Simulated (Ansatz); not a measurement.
# V: the cost of one run

Method: DFT PBE, scalar-relativistic, plane waves, PAW, in Ansatz 0.2.0.

This is V in the fcc structure; at room conditions it is bcc.

## Step 1: The system as given

The structure is cubic, space group Fm-3m (No. 225). Conventional cell: a = 3.790 Å, b = 3.790 Å, c = 3.790 Å, α = 90.00°, β = 90.00°, γ = 90.00°. V (site symmetry m-3m) has 12 V at 2.68 Å as nearest neighbours.

Structure file:

```cif
data_structure
_symmetry_space_group_name_H-M 'P 1'
_symmetry_Int_Tables_number 1
_cell_length_a 2.6799
_cell_length_b 2.6799
_cell_length_c 2.6799
_cell_angle_alpha 60.000
_cell_angle_beta 60.000
_cell_angle_gamma 60.000
_cell_volume 13.61
loop_
_atom_site_label
_atom_site_type_symbol
_atom_site_fract_x
_atom_site_fract_y
_atom_site_fract_z
_atom_site_occupancy
V1 V 0.00000 0.00000 0.00000 1
```

The structure comes from the Crystallography Open Database.

(A quick probe on a coarse mesh, which set the mesh and smearing, is not shown.)

## Step 3: Full relaxation

Input file input.yaml:

```yaml
crystal:
  lattice:
    - [0.0, 1.895, 1.895]
    - [1.895, 0.0, 1.895]
    - [1.895, 1.895, 0.0]
  atoms:
    - { symbol: V, position: [0.0, 0.0, 0.0] }
basis:
  ecutwfc: 420
kpoints:
  mp_grid: { grid: [18, 18, 18] }
hamiltonian:
  xc: pbe
scf:
  occupations: { method: gaussian, width: 0.1 }
output:
  forces: true
  stress: true
  eigenvalues: true
relax:
  adjacent_minimum: "off"
  f_tol: 0.005
  max_steps: 80
  cell: { stress_tol: 0.05 }
```

Launch:

```bash
> ansatz run input.yaml --threads 4 --pin off --max-ram 11264MiB --backend cpu --events-out ev --progress --plain --runs-dir out
```

What time and memory should one allow on 4 threads of Intel Xeon Platinum 8259CL at 2.50GHz (Skylake/Cascade Lake), shared host?

About 4.5 s, with a peak of 0.46 GiB.
